A single layer of MoS2 is a sandwich: a sheet of Mo atoms between two sheets of S atoms, with each S directly above another S. The table lists its vibrational frequencies from a PBE calculation. Every row belongs to wave vector zero, where all cells of the layer move in the same way, so each sheet shifts as a rigid whole. The task is to explain the frequencies with masses and springs.

Harmonic phonon frequencies of a MoS2 monolayer at relaxed atomic positions, from VASP 6.6.1 with PBE, PAW potentials and finite displacements of 0.015 Å, without dispersion correction, spin polarisation or spin–orbit coupling. The plane-wave cutoff is 600 eV, the k mesh 12×12×1 and the Gaussian smearing 0.03 eV. Phonon q row 1 is the wave vector (0, 0, 0).

```
row  phonon q row (row)  phonon frequency (cm⁻¹)
  1                   1                      0.0
  2                   1                      0.0
  3                   1                      0.0
  4                   1                    276.4
  5                   1                    276.4
  6                   1                    373.3
  7                   1                    373.3
  8                   1                    396.4
  9                   1                    458.5
```

**(a) Why are there nine frequencies, why are three of them zero, and which motions are the other six?**

The repeating unit has three atoms, and each can move in three directions, which makes nine modes. In three of them all the sheets shift together. No bond changes its length, no force arises, and the frequency is zero.

The other six shift the sheets against each other. The two directions within the layer are equivalent by symmetry, so in-plane motions come in pairs and out-of-plane motions come singly. The standard symmetry assignment, which is adopted here, gives these patterns:

- 276.4 cm⁻¹ (pair, E″): the S sheets slide in opposite directions and Mo rests.
- 373.3 cm⁻¹ (pair, E′): both S sheets slide together against Mo.
- 396.4 cm⁻¹ (single, A₁′): the S sheets move apart and together, and Mo rests.
- 458.5 cm⁻¹ (single, A₂″): both S sheets move up and down together against Mo.

**(b) In each direction, the mode in which Mo moves is the faster one. Why?**

The centre of mass must stay in place. When both S sheets move one way, Mo therefore recoils the other way, by $2m_\mathrm{S}/m_\mathrm{Mo} \approx 0.67$ of the S displacement, where $m$ is the atomic mass. The Mo–S bonds are then strained 1.67 times as much as they would be with Mo at rest. The force that pulls each S atom back grows by the same factor.

Let $b$ be the net spring constant between one S sheet and the Mo sheet, per cell, for a given direction. The angular frequency $\omega$ then follows from

$$\omega^2_\text{Mo moves} = b\left(\frac{1}{m_\mathrm{S}}+\frac{2}{m_\mathrm{Mo}}\right), \qquad \omega^2_\text{Mo rests} = \frac{b}{m_\mathrm{S}} .$$

The ratio of the two frequencies should be $\sqrt{1.67}\approx 1.29$ in both directions. The computed ratios are 1.35 in-plane and 1.16 out-of-plane. Recoil thus explains the order, while the unequal ratios show that another force is at work, which part (d) takes up.

Carbon dioxide is the simpler system with the same rule. Its antisymmetric stretch, in which the carbon atom moves, is faster than its symmetric stretch, in which carbon rests. The likeness ends with sideways motion: in the straight molecule it stretches no bond, so it is a slow bend when the O atoms move together and a mere rotation when they move oppositely, whereas in the layer the bonds are tilted and sideways motion stretches them too.

**(c) Estimate the 458.5 cm⁻¹ mode from the 373.3 cm⁻¹ pair and the shape of the layer.**

In both modes the S sheets move together against Mo, so the masses enter in the same way and the S–S distance across the layer does not change. Only the direction differs. Suppose that the only forces come from stretching the Mo–S bonds, each a spring of constant $k$ and length $\ell$. Each S atom has three such bonds, which rise by $h = 1.562$ Å and reach $d = 1.838$ Å sideways.

A spring resists a displacement in proportion to the squared cosine of the angle between the two. For vertical motion all three bonds contribute $h^2/\ell^2$. For sideways motion the bonds point in three directions 120° apart, so on average only half of $d^2/\ell^2$ counts:

$$b_\text{out} = 3k\,\frac{h^2}{\ell^2}, \qquad b_\text{in} = \frac{3k}{2}\,\frac{d^2}{\ell^2}, \qquad \frac{\omega_\text{out}}{\omega_\text{in}} = \sqrt2\,\frac{h}{d} = \frac{1.414\times1.562}{1.838} = 1.202 .$$

The estimate is $373.3\times1.202 \approx 449$ cm⁻¹, about 2% below the computed 458.5 cm⁻¹, a value that was not used in making it. The bonds lie closer to the plane than to the vertical, and still the layer is stiffer vertically. In the model this is because all three bonds share a vertical load equally, while a sideways load always finds some of them badly aligned. One good ratio is only modest support for this picture. Forces that resist a change of the bond angles are expected to stiffen both of these modes, so they can partly cancel in the ratio.

**(d) Does the same model give the two modes in which Mo rests?**

Dividing by the mass factor of part (b) gives 289 cm⁻¹ for the in-plane pair, about 5% above the computed value. For the out-of-plane mode it gives 347 cm⁻¹, about 12% below the computed value. Most of this second miss remains if the computed 458.5 cm⁻¹ mode sets the stiffness instead, since $458.5/1.292 \approx 355$ cm⁻¹. The printed output after this text compares the model, scaled to the 373.3 cm⁻¹ pair alone, with every row.

The main thing that the model leaves out is a net coupling between the two S sheets. It is idle when they move together and acts when they move oppositely. With a net S–S constant $c$ for each direction, the mode with Mo at rest becomes

$$\omega^2_\text{Mo rests} = \frac{b+2c}{m_\mathrm{S}} .$$

The factor 2 appears because the sheets move relative to each other by twice the displacement of either. The computed frequencies translate into $c \approx +29$ N/m out-of-plane and $c \approx -7$ N/m in-plane, against Mo–S constants of about 238 and 158 N/m. Four constants reproduce four frequencies exactly, so this step measures the coupling and does not test it.

The two signs do not name the force. A repulsion between stacked S atoms would give them: pressing the atoms together drives them back, a positive spring, and sliding one sideways lets the repulsion push it further off, a weak negative spring. A stiff S–Mo–S angle between two stacked S atoms gives the same signs with no direct S–S force at all. That angle changes when the sheets move apart (A₁′) and when both slide together against Mo (E′), while to first order it stays fixed in E″ and A₂″. In the conversion above this appears as a positive $c$ out-of-plane and a negative $c$ in-plane, expected in the ratio $c_\text{in}/c_\text{out} = -h^2/(2d^2) \approx -0.36$, against about $-0.23$ from the computed constants. The conversion does not settle how much each force contributes.

The sizes also support the assignment of the two pairs in part (a). If these were exchanged, the in-plane S–S constant would have to be as large as the Mo–S constant, although the stacked S atoms are not bonded and lie $2h \approx 3.12$ Å apart. For the two single modes the same argument is weaker, since exchanging them would need an S–S constant of about 0.6 of the Mo–S constant.

**(e) What would change if the metal atom were about twice as heavy and the springs stayed the same?**

The modes at 276.4 and 396.4 cm⁻¹ would stay where they are, because the metal does not move in them. In the other two a heavier metal recoils less, the bonds are strained less, and the frequency falls. For a metal mass of 184, close to that of tungsten, the factor is

$$\sqrt{\frac{1/32.07+2/184}{1/32.07+2/95.94}} \approx 0.90 .$$

This takes the 373.3 cm⁻¹ pair to about 336 cm⁻¹ and the 458.5 cm⁻¹ mode to about 412 cm⁻¹. Doubling the metal mass costs only a tenth of the frequency, because the light S atoms do most of the moving. In a real tungsten compound the springs differ as well, so this is the effect of mass alone. A heavier atom in place of S would lower all six frequencies.

**(f) Which digits can be trusted?**

The zeros and the equal pairs follow from translation and symmetry, so they do not measure how close PBE comes to nature. PBE usually makes bonds slightly too long and their vibrations a few per cent too slow. An error of 3% would shift the 373.3 cm⁻¹ pair by about 11 cm⁻¹, so against an experiment even the second figure may be off by one. The decimals help to retrace the arithmetic here, but the usual working mesh and cutoff do not guarantee them either.

Differences deserve more care. The gap between the E′ pair and the A₁′ mode is $396.4-373.3 = 23.1$ cm⁻¹, and an error of 1% in the lower one alone would change it by about 16%. An error shared by both lines largely cancels, since 3% in both moves the gap by only about 0.7 cm⁻¹, so the danger lies in the part that differs between the modes. This matters because the measured gap is used to count layers, and it widens by only several cm⁻¹ between one layer and the bulk. An error of 1% in one of the two lines is already about 4 cm⁻¹, enough to spoil the count. A measured gap should be judged against measured standards, and a computed gap against gaps computed in the same way.

Output of the analysis:

```
Height of S above the Mo plane in A: 1.562
In-plane part of the Mo-S bond in A: 1.838
Ratio 458.5 to 373.3 mode computed: 1.228
Same ratio from bond tilt alone: 1.202
Ratio 373.3 to 276.4 mode computed: 1.351
Ratio 458.5 to 396.4 mode computed: 1.157
Both ratios from masses alone without S-S coupling: 1.292
Mo displacement over S displacement when S moves against Mo: 0.6685
Bond-stretch model set by the 373.3 pair in 1/cm:
  row  computed  model  model less computed
    1         0      0                    0
    2         0      0                    0
    3         0      0                    0
    4     276.4    289                12.59
    5     276.4    289                12.59
    6     373.3  373.3                    0
    7     373.3  373.3                    0
    8     396.4  347.4               -49.01
    9     458.5  448.7               -9.768
Net Mo-S constant in-plane in N/m: 157.8
Net Mo-S constant out-of-plane in N/m: 238.1
Net S-S constant in-plane in N/m: -6.727
Net S-S constant out-of-plane in N/m: 29.42
S-S over Mo-S constant in-plane if the two pairs were swapped: 1.022
S-S over Mo-S constant out-of-plane if the two singles were swapped: 0.6161
In-plane S against metal mode with metal mass 184 and same springs in 1/cm: 335.6
Out-of-plane S against metal mode with metal mass 184 and same springs in 1/cm: 412.2
Gap between 396.4 and 373.3 modes in 1/cm: 23.1
Change of that gap in percent if the 373.3 pair shifts by 1 percent: 16.16
```
